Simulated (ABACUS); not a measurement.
# SiNi3 (Pm-3m) in ABACUS: notebook

The runs below take SiNi3 through single point, with PBE.

Program: ABACUS 3.10.1. These are calculated values, not measurements. Logs are shortened: lines on timing, memory, paths and dates and some standing lists are left out, and cuts for length are marked.

## (1) The crystal as given

Symmetry: Pm-3m, No. 221, cubic system. The conventional cell has a = 3.542 Å, b = 3.542 Å, c = 3.542 Å, α = 90.00°, β = 90.00°, γ = 90.00°. Around Ni (site symmetry 4/mmm) lie 8 Ni at 2.50 Å and 4 Si at 2.50 Å. Si (site symmetry m-3m) is surrounded by 12 Ni at 2.50 Å.

## (2) Single point, PBE

The input, INPUT:

```
INPUT_PARAMETERS
suffix              SiNi3
calculation         scf
basis_type          lcao
pseudo_dir          ./
orbital_dir         ./
latname             sc
symmetry            1
dft_functional      pbe
ecutwfc             100
pseudo_rcut         7
nspin               1
nbands              35
ks_solver           genelpa
smearing_method     fd
smearing_sigma      0.00367493
scf_thr             1e-07
scf_nmax            100
mixing_type         broyden
mixing_beta         0.7
cal_force           1
cal_stress          1
out_mul             1
```

The input, STRU:

```
ATOMIC_SPECIES
Ni 58.6934 Ni.upf
Si 28.0850 Si.upf

NUMERICAL_ORBITAL
Ni_confined-atom_7au_3s2p2d1f.orb
Si_confined-atom_7au_2s2p1d.orb

LATTICE_CONSTANT
6.6934099334

ATOMIC_POSITIONS
Direct

Ni
0.0
3
0.5000000000 0.5000000000 0.0000000000 1 1 1
0.5000000000 0.0000000000 0.5000000000 1 1 1
0.0000000000 0.5000000000 0.5000000000 1 1 1

Si
0.0
1
0.0000000000 0.0000000000 0.0000000000 1 1 1
```

The input, KPT:

```
K_POINTS
0
Gamma
5 5 5 0 0 0
```

Potentials or basis: PseudoDojo NC SR 0.4.1 PBE standard, DZP LCAO (the cutoffs set its grid).

Run with:

```
$ OMP_NUM_THREADS=1 mpirun -np 4 abacus > log
```

running log:

```text
ABACUS v3.10.1

               Atomic-orbital Based Ab-initio Computation at UStc

 ------------------------------------------------------------------------------------

 READING GENERAL INFORMATION
                           global_out_dir = OUT.SiNi3/
                           global_in_card = INPUT
                               pseudo_dir = ./
                              orbital_dir = ./
                                    DSIZE = 4
                                    GSIZE = 1

 READING UNITCELL INFORMATION
                                    ntype = 2
                  lattice constant (Bohr) = 6.69341
              lattice constant (Angstrom) = 3.542

 READING ATOM TYPE 1
                               atom label = Ni
                      L=0, number of zeta = 3
                      L=1, number of zeta = 2
                      L=2, number of zeta = 2
                      L=3, number of zeta = 1
             number of atom for this type = 3

 READING ATOM TYPE 2
                               atom label = Si
                      L=0, number of zeta = 2
                      L=1, number of zeta = 2
                      L=2, number of zeta = 1
             number of atom for this type = 1

                        TOTAL ATOM NUMBER = 4
DIRECT COORDINATES
    atom                   x                   y                   z     mag                  vx                  vy                  vz
taud_Ni1            0.5000000000        0.5000000000        0.0000000000  0.0000        0.0000000000        0.0000000000        0.0000000000
taud_Ni2            0.5000000000        0.0000000000        0.5000000000  0.0000        0.0000000000        0.0000000000        0.0000000000
taud_Ni3            0.0000000000        0.5000000000        0.5000000000  0.0000        0.0000000000        0.0000000000        0.0000000000
taud_Si1            0.0000000000        0.0000000000        0.0000000000  0.0000        0.0000000000        0.0000000000        0.0000000000

                          Volume (Bohr^3) = 299.876
                             Volume (A^3) = 44.437

 Lattice vectors: (Cartesian coordinate: in unit of a_0)
                   +1                  +0                  +0
                   +0                  +1                  +0
                   +0                  +0                  +1
 Reciprocal vectors: (Cartesian coordinate: in unit of 2 pi/a_0)
                   +1                  -0                  +0
                   -0                  +1                  -0
                   +0                  -0                  +1
 The esolver type has been set to : ksdft_lcao

                PAO radial cut off (Bohr) = 7

 Read in pseudopotential file is Ni.upf
                     pseudopotential type = NC
          exchange-correlation functional = PBE
[... 177 lines left out ...]
                         PeriodicBoundary = 1
                        Radius(unit:lat0) = 2.67
                                   glayer = [ 4, 4, 4 ]
                             glayer_minus = [ 3, 3, 3 ]

Find the coordinate range of the input atom(unit:lat0).
                                  min_tau = [ -3, -3, -3 ]
                                  max_tau = [ 3.5, 3.5, 3.5 ]
                                BoxNumber = [ 7, 7, 7 ]

 SETUP EXTENDED REAL SPACE GRID FOR GRID INTEGRATION
                          real space grid = [ 45, 45, 45 ]
                 big cell numbers in grid = [ 15, 15, 15 ]
             meshcell numbers in big cell = [ 3, 3, 3 ]
                        extended fft grid = [ 16, 16, 16 ]
                dimension of extened grid = [ 48, 48, 48 ]
                            UnitCellTotal = 125
              Atom number in sub-FFT-grid = 4
    Local orbitals number in sub-FFT-grid = 91
                                ParaV.nnr = 132396
                                 init_chg = atomic

 LCAO ALGORITHM --------------- ION=   1  ELEC=   1--------------------------------

 Density error is 0.0292113625779
----------------------------------------------------------
     Energy           Rydberg                 eV
----------------------------------------------------------
 E_KohnSham     -1015.2039577653     -13812.5584577592
 E_Harris       -1002.3843397466     -13638.1386065219
 E_Fermi        1.2191399826         16.5872504233
----------------------------------------------------------
[... 80 lines left out ...]
 Density error is 6.73502335916e-08
----------------------------------------------------------
     Energy           Rydberg                 eV
----------------------------------------------------------
 E_KohnSham     -1015.3187329304     -13814.1200539931
 E_KS(sigma->0) -1015.3179203840     -13814.1089987326
 E_Harris       -1015.3187531211     -13814.1203287018
 E_band         -63.2018556707       -859.9053612948
 E_one_elec     -589.2398190355      -8017.0190273721
 E_Hartree      331.3611055211       4508.3991306668
 E_xc           -131.8497765125      -1793.9082405964
 E_Ewald        -625.5886178107      -8511.5698061704
 E_entropy(-TS) -0.0016250927        -0.0221105210
 E_descf        0.0000000000         0.0000000000
 E_exx          0.0000000000         0.0000000000
 E_Fermi        1.2593407831         17.1342103734
----------------------------------------------------------

 charge density convergence is achieved
 final etot is -13814.120054 eV
 EFERMI = 17.134210373 eV

 STATE ENERGY(eV) AND OCCUPATIONS    NSPIN == 1
 1/10 kpoint (Cartesian) = 0.0000 0.0000 0.0000 (1250 pws)
       1       -85.9885      0.0160000
       2       -85.9577      0.0160000
       3       -85.9577      0.0160000
       4       -46.4310      0.0160000
       5       -46.4310      0.0160000
       6       -46.4310      0.0160000
[... 212 lines left out ...]
      34        24.9142    5.09051e-69
      35        24.9938    1.03744e-69

[... levels at 4 further k points ...]

 correction force for each atom along direction 1 is 2.68677e-14
 correction force for each atom along direction 2 is 1.75399e-14
 correction force for each atom along direction 3 is 8.10463e-15
------------------------------------------------------------------------------------------
 TOTAL-FORCE (eV/Angstrom)
------------------------------------------------------------------------------------------
                       Ni1         0.0000000000         0.0000000000         0.0000000000
                       Ni2         0.0000000000         0.0000000000         0.0000000000
                       Ni3         0.0000000000         0.0000000000         0.0000000000
                       Si1         0.0000000000         0.0000000000         0.0000000000
------------------------------------------------------------------------------------------

----------------------------------------------------------------
 TOTAL-STRESS (KBAR)
----------------------------------------------------------------
       -49.9943078954         0.0000000000        -0.0000000000
         0.0000000000       -49.9943078954         0.0000000000
        -0.0000000000         0.0000000000       -49.9943078954
----------------------------------------------------------------
 TOTAL-PRESSURE: -49.994308 KBAR

 --------------------------------------------
 !FINAL_ETOT_IS -13814.1200539931378444 eV
 --------------------------------------------
```

stdout:

```text
ABACUS v3.10.1

               Atomic-orbital Based Ab-initio Computation at UStc

%%%%%%%%%%%%%%%%%%%%%%%%%%%%%%%%%%%%%%%%%%%%%%%%%%%%%%%%%%%%%%%%%%%%%%%%%%%%%%%%%%%%%%%%%%%%%%%%%%%%%%%%%
 Warning: the number of valence electrons in pseudopotential > 10 for Ni: [Ar] 3d8 4s2
[... 35 lines left out ...]
 TOTAL-STRESS (KBAR)
----------------------------------------------------------------
       -49.9943078954         0.0000000000        -0.0000000000
         0.0000000000       -49.9943078954         0.0000000000
        -0.0000000000         0.0000000000       -49.9943078954
----------------------------------------------------------------
 TOTAL-PRESSURE: -49.994308 KBAR
```

mulliken.txt:

```text
 0
CALCULATE THE MULLIkEN ANALYSIS FOR EACH ATOM
 Total charge:	58
Decomposed Mulliken populations
0                             Zeta of Ni              Spin 1
s                                      0              2.0031
s                                      1              0.4143
s                                      2             -0.0038
SUM OVER M+Zeta                                       2.4136

pz                                     0              2.0030
px                                     0              2.0063
py                                     0              2.0048
SUM OVER M                                            6.0141
pz                                     1              0.1651
px                                     1              0.3415
py                                     1              0.2322
SUM OVER M                                            0.7388
SUM OVER M+Zeta                                       6.7529
[... 135 lines left out ...]
dz^2                                   0              0.1315
dxz                                    0              0.1026
dyz                                    0              0.1094
dx^2-y^2                               0              0.0753
dxy                                    0              0.1756
SUM OVER M                                            0.5945
SUM OVER M+Zeta                                       0.5945

SUM OVER M+Zeta+L                                     3.9095

Total Charge on atom:                 Si              3.9095
```

Run time: 6.8 s. Hardware: 4 MPI ranks of AMD EPYC 9R45 (Zen 5), shared host; peak memory 0.48 GiB.

Results:

- Free energy: -13814.1201 eV
- Pressure: -5.0 GPa
- Band gap on the k mesh: none (metal or under the smearing width)
- Mulliken charges: Ni -0.37, +0.10, +0.19; Si +0.09 e

Levels at points of the mesh, in eV from the Fermi level:
```
           k point  band 26  band 27  band 28  band 29  band 30  band 31  band 32  band 33
(0.00, 0.00, 0.00)    -0.55    -0.55    -0.24     0.04     0.04     0.04     4.55     6.20
```

Caveat: the atomic orbitals were generated for these runs and aren't a published set; Mulliken charges move with the basis; the basis of atomic orbitals isn't converged, which shifts pressures, moduli and gaps. Spin polarisation is off, so any magnetic state and its effect on volume and gap are missing.

## (3) Single point, PBE, collinear spin, ferromagnetic start

Edit INPUT of step 2 so:

```diff
@@ -11,4 +11,4 @@
 pseudo_rcut         7
-nspin               1
-nbands              35
+nspin               2
+nbands              37
 ks_solver           genelpa
@@ -19,3 +19,3 @@
 mixing_type         broyden
-mixing_beta         0.7
+mixing_beta         0.4
 cal_force           1
```

The input, STRU:

```
ATOMIC_SPECIES
Ni 58.6934 Ni.upf
Si 28.0850 Si.upf

NUMERICAL_ORBITAL
Ni_confined-atom_7au_3s2p2d1f.orb
Si_confined-atom_7au_2s2p1d.orb

LATTICE_CONSTANT
6.6934099334

ATOMIC_POSITIONS
Direct

Ni
0.0
3
0.5000000000 0.5000000000 0.0000000000 1 1 1 mag 1
0.5000000000 0.0000000000 0.5000000000 1 1 1 mag 1
0.0000000000 0.5000000000 0.5000000000 1 1 1 mag 1

Si
0.0
1
0.0000000000 0.0000000000 0.0000000000 1 1 1 mag 0
```

KPT is that of step 2.

Potentials or basis: PseudoDojo NC SR 0.4.1 PBE standard, DZP LCAO (the cutoffs set its grid).

Run with:

```
$ OMP_NUM_THREADS=1 mpirun -np 4 abacus > log
```

Wall time 21 s (4 MPI ranks of AMD EPYC 9R45 (Zen 5), shared host); peak memory 0.56 GiB.

Results (log left out):

```
Free energy            : -13814.1200 eV
Pressure               : -5.0 GPa
Band gap on the k mesh : none (metal or under the smearing width)
Net moment             : 0.00 μB per cell
Absolute moment        : 0.00 μB per cell
Mulliken charges       : Ni -0.37, +0.10, +0.19; Si +0.09 e
```

Levels at points of the mesh, in eV from the Fermi level:
Spin up:
| k point | band 26 | band 27 | band 28 | band 29 | band 30 | band 31 | band 32 | band 33 |
| --- | --- | --- | --- | --- | --- | --- | --- | --- |
| (0.00, 0.00, 0.00) | -0.55 | -0.55 | -0.24 | 0.04 | 0.04 | 0.04 | 4.55 | 6.20 |
Spin down:
```tsv
k point	band 27	band 28	band 29	band 30	band 31	band 32
(0.00, 0.00, 0.00)	-0.55	-0.24	0.04	0.04	0.04	4.55
```

Caveat: the atomic orbitals were generated for these runs and aren't a published set; Mulliken charges move with the basis; the basis of atomic orbitals isn't converged, which shifts pressures, moduli and gaps.

[end of part 1 of 2]
